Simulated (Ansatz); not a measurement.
Input and command of a calculation in Ansatz (plane waves; scalar-relativistic PAW potentials unless the input names others):

```yaml
crystal:
  lattice:
    - [4.7777668516, 0.0, 0.0]
    - [-2.3888834258, 4.1376674668, 0.0]
    - [0.0, 0.0, 7.8147742733]
  atoms:
    - { symbol: Ag, position: [0.6666666667, 0.3333333333, 0.6276573162] }
    - { symbol: Ag, position: [0.3333333333, 0.6666666667, 0.1276573162] }
    - { symbol: I, position: [0.6666666667, 0.3333333333, 0.0023426838] }
    - { symbol: I, position: [0.3333333333, 0.6666666667, 0.5023426838] }
basis:
  ecutwfc: 420
kpoints:
  mp_grid: { grid: [6, 6, 4] }
hamiltonian:
  xc: pbe
scf:
  occupations: { method: tetrahedron_uncorrected }
output:
  forces: true
  eigenvalues: true
  stress: true
relax:
  adjacent_minimum: "off"
  f_tol: 0.01
  max_steps: 30
  cell: { stress_tol: 0.1, fix: [volume] }
```

```bash
ansatz run input.yaml --threads 1 --pin off --max-ram 2560MiB --backend cpu --events-out ev --progress --plain --runs-dir out
```

Abridged log:
```
Warning: relax: with tetrahedron occupations the Hellmann–Feynman forces and the energy need not agree along the walk (scf.occupations.method in the input reference, under Limitations); prefer a smearing scheme for the relaxation and re-run the relaxed geometry with tetrahedron occupations for the final energies/DOS
Basis set: ecut = 420 eV, 3009 PW (Γ), exchange–correlation on 64×64×108 points (8 copies of the dense FFT grid, shifted against one another)
Bands: 45, of which v1, the nominal top of the filled ones, is band 36 counted from 1 (35 counted from 0)
Symmetry: 12 space group operations
k-points: 21 of 144 (time reversal used)
SCF iter   1: F=—  HF=-30207.971697 eV  |F-HF|=—  |Δ(HF+E_count)|=         —  Δρ=9.13e-4  dr2=2.18e-3  ethr=1.77e-3  ⟨swp⟩=7.9  Hψ=4194  notcnv=0
SCF iter   2: F=—  HF=-30207.972460 eV  |F-HF|=—  |Δ(HF+E_count)|=   7.63e-4  Δρ=6.26e-4  dr2=1.00e-3  ethr=3.02e-6  ⟨swp⟩=3.5  Hψ=2054  notcnv=0  defer=51
SCF iter   3: F=—  HF=-30207.972542 eV  |F-HF|=—  |Δ(HF+E_count)|=   8.15e-5  Δρ=4.98e-4  dr2=2.91e-4  ethr=1.40e-6  ⟨swp⟩=3.0  Hψ=1876  notcnv=0  defer=51
SCF iter   4: F=—  HF=-30207.972473 eV  |F-HF|=—  |Δ(HF+E_count)|=   6.92e-5  Δρ=1.42e-4  dr2=2.78e-5  ethr=4.04e-7  ⟨swp⟩=2.0  Hψ=1462  notcnv=0  defer=51
SCF iter   5: F=—  HF=-30207.972479 eV  |F-HF|=—  |Δ(HF+E_count)|=   6.26e-6  Δρ=5.70e-5  dr2=5.54e-6  ethr=3.86e-8  ⟨swp⟩=3.4  Hψ=1477  notcnv=0  defer=51
SCF iter   6: F=—  HF=-30207.972486 eV  |F-HF|=—  |Δ(HF+E_count)|=   7.56e-6  Δρ=1.07e-5  dr2=2.83e-7  ethr=7.69e-9  ⟨swp⟩=4.0  Hψ=1614  notcnv=0  defer=51
SCF iter   7: F=—  HF=-30207.972487 eV  |F-HF|=—  |Δ(HF+E_count)|=   5.85e-7  Δρ=7.84e-6  dr2=1.22e-7  ethr=1.39e-10  ⟨swp⟩=5.0  Hψ=3124  notcnv=0
SCF iter   8: F=-30207.972487 eV  HF=-30207.972487 eV  |F-HF|=6.39e-9  |Δ(HF+E_count)|=   8.14e-8  Δρ=1.78e-6  dr2=5.16e-9  ethr=1.39e-10  ⟨swp⟩=4.2  Hψ=2924  notcnv=0
SCF 1 converged in 8 iterations: F = -30207.972487 eV  dr2 = 5.16e-9
relax step   1: F+E_penalty+E_count = -30207.97248713 eV  Δ(F+E_penalty+E_count) = +0.000e0 eV  max|allowed force component| = 3.684e-3 eV/Å  Δτ_max = 0.0000 Å  P = -1.302 GPa  Ω = 154.489 Å³  fix = [volume]  reactions: volume -1.302 GPa (8 SCF iters, dr2 threshold 1.00e-7 eV, accepted)
Initial density: handed on by an earlier stage of this run
Initial wavefunctions: pseudopotential atomic-orbital guess (no wavefunctions were taken with the density)
SCF iter   1: F=—  HF=-30207.972496 eV  |F-HF|=—  |Δ(HF+E_count)|=         —  Δρ=2.42e-6  dr2=8.71e-9  ethr=5.40e-7  ⟨swp⟩=5.5  Hψ=6644  notcnv=0
SCF iter   2: F=—  HF=-30207.972487 eV  |F-HF|=—  |Δ(HF+E_count)|=   8.90e-6  Δρ=1.81e-6  dr2=5.35e-9  ethr=1.21e-11  ⟨swp⟩=6.0  Hψ=3026  notcnv=0  defer=1
SCF iter   3: F=—  HF=-30207.972487 eV  |F-HF|=—  |Δ(HF+E_count)|=  7.64e-10  Δρ=8.07e-7  dr2=1.17e-9  ethr=7.43e-12  ⟨swp⟩=2.9  Hψ=1455  notcnv=0
SCF iter   4: F=—  HF=-30207.972487 eV  |F-HF|=—  |Δ(HF+E_count)|=   2.60e-9  Δρ=3.46e-7  dr2=2.52e-10  ethr=1.62e-12  ⟨swp⟩=4.7  Hψ=1852  notcnv=0
SCF iter   5: F=-30207.972487 eV  HF=-30207.972487 eV  |F-HF|=3.64e-12  |Δ(HF+E_count)|=  5.64e-10  Δρ=2.54e-7  dr2=1.02e-10  ethr=1.00e-12  ⟨swp⟩=4.1  Hψ=2877  notcnv=0
SCF 2 converged in 5 iterations: F = -30207.972487 eV  dr2 = 1.02e-10
SCF converged after 5 iterations
Free energy (F): -30207.972487 eV
Harris-Foulkes:  -30207.972487 eV  (|F-HF|=3.64e-12)
Internal energy: -30207.972487 eV  (E = F + TS)
E sigma→0 (E₀):  -30207.972487 eV
Fermi energy:    5.132054 eV
--- Forces (eV/Å), atoms counted from 1 ---
  atom   1  Ag     0.00000000     0.00000000    -0.00368619
  atom   2  Ag     0.00000000     0.00000000    -0.00368619
  atom   3  I      0.00000000     0.00000000     0.00368607
  atom   4  I      0.00000000     0.00000000     0.00368607
--- Stress (GPa, compression-positive) ---
       -1.299332       0.000000       0.000000
        0.000000      -1.299332       0.000000
        0.000000       0.000000      -1.308631
  P = ⅓ Tr σ = -1.3024 GPa (-13.024 kbar)
--- Relaxed structure (1 steps of the walk, 1 accepted, 1 SCFs on fresh bases) ---
  F+E_penalty+E_count = -30207.97248713 eV   max|allowed force component| = 3.686e-3 eV/Å   (the final SCF, on the basis selected at the relaxed cell)
  cell:  # Å, volume = 154.4888 Å³
    - [4.77776685, 0.0, 0.0]
    - [-2.38888342, 4.13766746, 0.0]
    - [0.0, 0.0, 7.8147742733]
  atoms:
    - { symbol: Ag, position: [0.66666666, 0.33333333, 0.62765731] }
    - { symbol: Ag, position: [0.33333333, 0.66666666, 0.12765731] }
    - { symbol: I, position: [0.66666666, 0.33333333, 0.00234268] }
    - { symbol: I, position: [0.33333333, 0.66666666, 0.50234268] }
```

Apart from outputs and empty bands, the input differs from a reference run on usual settings in scf.occupations.width: 0.02 → not typed; scf.occupations.method: "gaussian" → "tetrahedron_uncorrected". The reference, at the same start, ended its own course with pressure -1.30 GPa, largest force 0.004 eV/Å, gap on the mesh 1.37 eV. This run converged in 13 SCF iterations over all its steps (reference: 14) with an energy at zero smearing within 0.01 meV/atom of the reference's, pressure -1.30 GPa, largest force 0.004 eV/Å, gap on the mesh 1.37 eV.

It took 20 s on 1 thread of Arm Neoverse V2, on a shared host, peak memory 0.41 GiB.